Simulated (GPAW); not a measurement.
# AlN (P6_3mc) in GPAW: settings compared

One crystal, AlN, is run at these levels: OLYP+D3, WC; tasks: relaxation of cell and atoms, electron localisation function.

Program: GPAW 26.7.0. These are calculated values, not measurements. Logs are shortened: lines on timing, memory, paths and dates and some standing lists are left out, and cuts for length are marked. The log counts tension as positive stress, the text compression.

**Experimental background.**

“Structural and optical properties of self-assembled AlN nanowires grown on SiO2/Si substrates by molecular beam epitaxy”, 2024, arxiv:2402.00216 quotes, for a bulk crystal of AlN at 0 K: band gap 6.0343 eV (an exciton energy, a little under the gap).

How close the calculation comes is told below.

### Step 1. Starting point

The structure is hexagonal, space group P6_3mc (No. 186). Conventional cell: a = 3.113 Å, b = 3.113 Å, c = 4.981 Å, α = 90.00°, β = 90.00°, γ = 120.00°. Al (site symmetry 3m) is surrounded by 4 N at 1.89 Å. N (site symmetry 3m) has 4 Al at 1.89 Å as nearest neighbours.

### Step 2. Relaxation of cell and atoms, OLYP+D3

Input file run.py:

```python
from ase import Atoms
from ase.calculators.mixing import SumCalculator
from ase.filters import FrechetCellFilter
from ase.io import write
from ase.optimize import BFGS
from dftd3.ase import DFTD3
from gpaw import GPAW, PW, setup_paths

setup_paths.insert(0, '.')

atoms = Atoms(['Al', 'Al', 'N', 'N'],
              cell=[[3.113, 0.0, 0.0],
                    [-1.5565, 2.695937082, 0.0],
                    [0.0, 0.0, 4.981]],
              scaled_positions=[[0.6666666667, 0.3333333333, 0.5],
                                [0.3333333333, 0.6666666667, 0.0],
                                [0.6666666667, 0.3333333333, 0.88],
                                [0.3333333333, 0.6666666667, 0.38]],
              pbc=True)

calc = GPAW(mode=PW(800),
            xc='GGA_X_OPTX+GGA_C_LYP',
            kpts={'size': (7, 7, 4), 'gamma': True},
            occupations={'name': 'fermi-dirac', 'width': 0.05},
            nbands=18,
            convergence={'density': 1e-05, 'energy': 1e-05},
            eigensolver='davidson',
            maxiter=150,
            txt='gpaw.txt')
atoms.calc = SumCalculator([calc, DFTD3(method='olyp', damping='d3zero')])
opt = BFGS(FrechetCellFilter(atoms), trajectory='relax.traj', logfile='-')
done = opt.run(fmax=0.02, steps=60)
calc.write('gs.gpw')
write('result.traj', atoms)
print('Converged:', done)
print('Cell:', atoms.cell.cellpar().round(4))
print('Volume:', round(atoms.get_volume(), 4))
print(atoms.get_scaled_positions().round(5))
```

Potentials or basis: PAW data sets generated in the run's folder for this functional, pw.

Run with:

```sh
$ gpaw-setup -f GGA_X_OPTX+GGA_C_LYP Al N
$ OMP_NUM_THREADS=1 python run.py
```

gpaw.txt:

```text
__  _  _
 | _ |_)|_||  |
 |__||  | ||/\| - 26.7.0

Input parameters:
  mode=PW(ecut=800.0),
  convergence={'density': 1e-05, 'energy': 1e-05},
  eigensolver=Davidson(niter=2),
  kpts=MonkhorstPack(size=(7, 7, 4), gamma=True),
  maxiter=150,
  nbands=18,
  occupations=Occupations(name='fermi-dirac', width=0.05),
  xc=XC(name='GGA_X_OPTX+GGA_C_LYP')

Diagonalizing LCAO Hamiltonian
Converting LCAO to pw mode

           N

           Al
        N

        Al

Atoms  # Å, Bohr magnetons
|   | symbol |         x |        y |        z |    initial magnetic moments |
|---|--------|-----------|----------|----------|-----------------------------|
| 0 |     Al |  1.556500 | 0.898646 | 2.490500 | ( 0.0000,  0.0000,  0.0000) |
| 1 |     Al | -0.000000 | 1.797291 | 0.000000 | ( 0.0000,  0.0000,  0.0000) |
| 2 |      N |  1.556500 | 0.898646 | 4.383280 | ( 0.0000,  0.0000,  0.0000) |
| 3 |      N | -0.000000 | 1.797291 | 1.892780 | ( 0.0000,  0.0000,  0.0000) |

Unit cell  # Å
| periodic |         x |        y |        z |  lengths |     angles |
|----------|-----------|----------|----------|----------|------------|
|      yes |  3.113000 | 0.000000 | 0.000000 | 3.113000 |  90.000000 |
|      yes | -1.556500 | 2.695937 | 0.000000 | 3.113000 |  90.000000 |
|      yes |  0.000000 | 0.000000 | 4.981000 | 4.981000 | 120.000000 |

Number of symmetries: 6
Symmetry operations  # r_c * U_cc + t_c -> r_c
|   | kind |            matrix            |
|---|------|------------------------------|
| 0 |  σ   |  1, 1, 0,  0,-1, 0,  0, 0, 1 |
| 1 |  E   |  1, 0, 0,  0, 1, 0,  0, 0, 1 |
| 2 |  C3  |  0, 1, 0, -1,-1, 0,  0, 0, 1 |
| 3 |  σ   |  0,-1, 0, -1, 0, 0,  0, 0, 1 |
| 4 |  σ   | -1, 0, 0,  1, 1, 0,  0, 0, 1 |
| 5 |  C3  | -1,-1, 0,  1, 0, 0,  0, 0, 1 |

BZ-sampling:
  Number of BZ points: 196
  Number of IBZ points: 28

  Monkhorst-Pack size: [7, 7, 4]
  Monkhorst-Pack shift: [0.0, 0.0, 0.125]

K-points  # in reciprocal-cell coordinates
|     |                                coordinates |     weight |
|-----|--------------------------------------------|------------|
|   0 | (  0.00000000,   0.00000000,   0.00000000) | 0.00510204 |
|   1 | (  0.00000000,   0.00000000,   0.25000000) | 0.01020408 |
|   2 | (  0.00000000,   0.00000000,   0.50000000) | 0.00510204 |
|   3 | (  0.14285714,   0.00000000,  -0.25000000) | 0.03061224 |
|   4 | (  0.14285714,   0.00000000,   0.00000000) | 0.03061224 |
|   5 | (  0.14285714,   0.00000000,   0.25000000) | 0.03061224 |
|   6 | (  0.14285714,   0.00000000,   0.50000000) | 0.03061224 |
|   7 | (  0.28571429,  -0.14285714,   0.00000000) | 0.03061224 |
|   8 | (  0.28571429,  -0.14285714,   0.25000000) | 0.06122449 |
|   9 | (  0.28571429,  -0.14285714,   0.50000000) | 0.03061224 |
| ... |                                            |            |
|  27 | (  0.42857143,   0.42857143,   0.50000000) | 0.03061224 |

Plane wave coefficients: 2177
Cutoff: 800.0 eV

Spin-components: 1 (collinear spins)
Bands:           18
Projectors:      20
Spin-degeneracy: 2
Datatype:        complex128
[... 71 lines left out ...]
density mixing:
  MSR1-Mixer
  Pratt-step length: 0.05
  Maximum mixing coefficient: 0.75
  Old densities: 10
  SVD Regularization: 0.005
  Good broyden scale: 1.0
  Trust region scale: 1.0
  Backstep threshold: 4.0
  History deletion threshold: 6.0
  Fourier metric: weight=20.0, sigma=0.015

occupation numbers:
  Fermi-Dirac:
    width: 0.0500  # eV

poisson solver:
  ecut: 6400.0  # eV

xc functional:
  name: GGA_X_OPTX+GGA_C_LYP with 2 nearest neighbor stencil

convergence criteria:
- Maximum integral of absolute [dens]ity change: 1e-05 electrons / valence electron
- Maximum [total energy] change in last 3 cyles: 1e-05 eV / valence electron
- Maximum integral of absolute [eigenst]ate change: 4e-08 eV^2 / valence electron
maximum number of iterations: 150

SCF iterations
|iter     | |      energy | eigst |  dens |
|---------|-|-------------|-------|-------|
|iter:   1| |  -31.384203 | -0.21 |       |
|iter:   2| |  -30.397178 | -1.78 | -0.55 |
|iter:   3| |  -27.602999 | -0.80 | -0.61 |
|iter:   4| |  -27.662249 | -2.19 | -1.22 |
|iter:   5| |  -27.693968 | -3.04 | -1.53 |
|iter:   6| |  -27.694145 | -4.22 | -2.67 |
|iter:   7| |  -27.694250 | -5.17 | -3.03 |
|iter:   8| |  -27.694249c| -6.67 | -3.79 |
|iter:   9| |  -27.694250c| -7.71c| -4.13 |
|iter:  10| |  -27.694250c| -8.16c| -4.47 |
|iter:  11| |  -27.694250c| -9.66c| -5.32c|

Converged in 11 steps
Energy contributions relative to reference atoms: (reference = -16180.601384)

Energy contributions:
  Kinetic:          35.511075
  Coulomb:         -30.412762
  Zero:              0.163108
  External:          0.000000
  Xc:              -32.955671
  Entropy:          -0.000000
  Spinorbit:         0.000000
  ----------------------------
  Free energy:     -27.694250
  Extrapolated:    -27.694250

dipole moment: (0.000001, -0.000002, -6.821363)  # |e|*Ang

Fermi level: 7.228
Eigenvalues  # (at kpt = [0.000, 0.000, 0.000])
| band index |      eig [eV] | occ [0-2] |
|------------|---------------|-----------|
|          0 |        -8.944 |     2.000 |
|          1 |        -6.851 |     2.000 |
|          2 |         0.379 |     2.000 |
|          3 |         5.457 |     2.000 |
|          4 |         5.457 |     2.000 |
|          5 |         6.113 |     2.000 |
[... 8 lines left out ...]
|         14 |        19.628 |     0.000 |
|         15 |        19.631 |     0.000 |
|        ... |               |           |
|         17 |        21.344 |     0.000 |
[... 925 lines left out ...]
Eigenvalues  # (at kpt = [0.000, 0.000, 0.000])
| band index |      eig [eV] | occ [0-2] |
|------------|---------------|-----------|
|          0 |        -8.876 |     2.000 |
|          1 |        -6.729 |     2.000 |
|          2 |         0.479 |     2.000 |
|          3 |         5.636 |     2.000 |
|          4 |         5.636 |     2.000 |
|          5 |         6.291 |     2.000 |
[... 8 lines left out ...]
|         14 |        20.010 |     0.000 |
|         15 |        20.011 |     0.000 |
|        ... |               |           |
|         17 |        21.617 |     0.000 |

Gap: 4.503 eV
Transition (v -> c):
  (s=0, k=0, n=7, [0.00, 0.00, 0.00]) -> (s=0, k=0, n=8, [0.00, 0.00, 0.00])
No difference between direct/indirect transitions

Stress tensor  # eV/Ang^3
|         x |         y |         z |
|-----------|-----------|-----------|
| -0.060546 | -0.000000 |  0.000000 |
| -0.000000 | -0.060546 | -0.000000 |
|  0.000000 | -0.000000 | -0.054850 |

Forces  # eV/Ang
|        x |        y |        z |
|----------|----------|----------|
|  0.00000 | -0.00000 | -0.03533 |  # Al   0
| -0.00000 | -0.00000 | -0.03531 |  # Al   1
| -0.00000 | -0.00000 |  0.03578 |  # N    2
|  0.00000 |  0.00000 |  0.03578 |  # N    3

# Writing to gs.gpw (mode='')
```

stdout:

```text
Step          Energy          fmax
BFGS:    0      -29.451689        0.306940
BFGS:    1      -29.454624        0.256859
BFGS:    2      -29.459520        0.096547
BFGS:    3      -29.459835        0.066335
BFGS:    4      -29.459988        0.001781
Converged: True
Cell: [  3.0903   3.0903   4.9541  90.      90.     120.    ]
Volume: 40.9734
[[0.66667 0.33333 0.49932]
 [0.33333 0.66667 0.99932]
 [0.66667 0.33333 0.88069]
 [0.33333 0.66667 0.38068]]
```

It took 82 s on 1 thread of Arm Neoverse V1, shared host; peak memory 0.21 GiB.

Results:

- Free energy: -29.4600 eV
- Relaxed volume: 10.24 Å³/atom
- Relaxed cell: a = 3.090 Å, b = 3.090 Å, c = 4.954 Å, α = 90.00°, β = 90.00°, γ = 120.00°
- Space group after relaxing (to 0.05 Å): P6_3mc (No. 186)
- Energy gained by relaxing: 2.1 meV/atom
- Ionic steps: 5
- Pressure after relaxing: 0.0 GPa
- Band gap on the k mesh: 4.50 eV, direct
- Dispersion energy per atom: -0.451 eV

Step by step:
| step | energy change (eV) | largest force (eV/Å) | pressure (GPa) | volume (Å³) |
| --- | --- | --- | --- | --- |
| 1 | 0.0000 | 0.1061 | -4.01 | 41.80 |
| 2 | -0.0029 | 0.0604 | -3.48 | 41.69 |
| 3 | -0.0078 | 0.0905 | -0.79 | 41.13 |
| 4 | -0.0081 | 0.0666 | -0.45 | 41.06 |
| 5 | -0.0083 | 0.0003 | 0.02 | 40.97 |

Final structure:
```
Al N
1.0
     3.09032    0.00000    0.00000
    -1.54516    2.67629    0.00000
     0.00000    0.00000    4.95410
Al N
2 2
Direct
  0.66667 0.33333 0.49932
  0.33333 0.66667 0.99932
  0.66667 0.33333 0.88069
  0.33333 0.66667 0.38068
```

Levels at points of the mesh, in eV from the valence-band top:
| k point | band 4 | band 5 | band 6 | band 7 | band 8 | band 9 | band 10 | band 11 | band 12 | band 13 |
| --- | --- | --- | --- | --- | --- | --- | --- | --- | --- | --- |
| (0.00, 0.00, 0.00) | -0.86 | -0.86 | -0.21 | -0.21 | 0.00 | 4.50 | 7.03 | 10.96 | 11.49 | 11.49 |
| (0.00, 0.00, 0.50) | -3.34 | -0.55 | -0.55 | -0.55 | -0.55 | 6.79 | 6.79 | 10.69 | 10.69 | 11.79 |

Caveat: later steps reuse the first step's grids.

### Step 3. Electron localisation function, WC

Input file run.py:

```python
from ase import Atoms
from ase.dft.bandgap import bandgap
from ase.io import write
from ase.units import Bohr, GPa
from gpaw import GPAW, PW, setup_paths
from gpaw.elf import elf_from_dft_calculation

setup_paths.insert(0, '.')

atoms = Atoms(['Al', 'Al', 'N', 'N'],
              cell=[[3.113, 0.0, 0.0],
                    [-1.5565, 2.695937082, 0.0],
                    [0.0, 0.0, 4.981]],
              scaled_positions=[[0.6666666667, 0.3333333333, 0.5],
                                [0.3333333333, 0.6666666667, 0.0],
                                [0.6666666667, 0.3333333333, 0.88],
                                [0.3333333333, 0.6666666667, 0.38]],
              pbc=True)

calc = GPAW(mode=PW(800),
            xc='WC',
            kpts={'size': (10, 10, 6), 'gamma': True},
            occupations={'name': 'fermi-dirac', 'width': 0.05},
            nbands=18,
            convergence={'density': 1e-05, 'energy': 1e-05},
            mixer={'backend': 'pulay', 'beta': 0.02, 'nmaxold': 8, 'weight': 100.0},
            maxiter=150,
            txt='gpaw.txt')
atoms.calc = calc
energy = atoms.get_potential_energy()
forces = atoms.get_forces()
stress = atoms.get_stress()
calc.write('gs.gpw')
write('result.traj', atoms)
print(f'Energy: {energy:.6f} eV')
print('Forces (eV/A):')
print(forces.round(4))
print('Stress (GPa):', (stress / GPa).round(3))
print('Fermi level:', round(calc.get_fermi_level(), 4), 'eV')
print(f'Gap: {bandgap(calc)[0]:.4f} eV, direct: {bandgap(calc, direct=True)[0]:.4f} eV')

# fields on the real-space grid
write('density.cube', atoms, data=calc.get_pseudo_density() * Bohr**3)
write('potential.cube', atoms, data=calc.get_electrostatic_potential())
write('elf.cube', atoms, data=elf_from_dft_calculation(calc).data)
```

Potentials or basis: PAW data sets generated in the run's folder for this functional, pw.

Run with:

```sh
$ gpaw-setup -f WC Al N
$ OMP_NUM_THREADS=1 python run.py
```

Run time: 91 s. Hardware: 1 thread of Arm Neoverse V1, shared host; peak memory 0.22 GiB.

It converged, with:

```yaml
Free_energy: -31.1660 eV
Pressure: 0.9 GPa
Largest_force: 0.131 eV/Å
Band_gap_on_the_k_mesh: 4.16 eV, direct
```

Forces on the atoms (eV/Å):
```
Al   0.000  0.000 -0.131
Al   0.000  0.000 -0.131
N    0.000  0.000  0.131
N    0.000  0.000  0.131
```

Stress tensor (GPa, compression positive):
```
0.34 0.00 0.00
0.00 0.34 0.00
0.00 0.00 1.89
```

Levels at points of the mesh, in eV from the valence-band top:
```tsv
k point	band 5	band 6	band 7	band 8	band 9	band 10	band 11	band 12
(0.00, 0.00, 0.00)	-0.84	-0.18	-0.18	0.00	4.16	6.59	10.51	11.07
(0.00, 0.00, 0.50)	-0.52	-0.52	-0.52	-0.52	6.40	6.40	10.25	10.25
(0.50, 0.50, 0.00)	-3.36	-2.08	-1.79	-0.66	5.71	5.71	8.13	10.20
(0.50, 0.50, 0.50)	-1.45	-1.45	-1.36	-1.36	5.22	5.22	9.19	9.19
```

### Step 4. Against experiment

Step 3. Measured gap of AlN: 6.0343 eV (an exciton energy, a little under the gap; 0 K; quoted in “Structural and optical properties of self-assembled AlN nanowires grown on SiO2/Si substrates by molecular beam epitaxy”, 2024, arxiv:2402.00216). This calculation gives 4.16 eV (-1.87 eV). 2 values of this kind are on record (6.034 to 6.0343 eV); this one was drawn at random. The value is that of WC on a finite k mesh, which can miss the band edges, without temperature or zero-point motion. Semilocal functionals fall short of measured gaps as a rule.
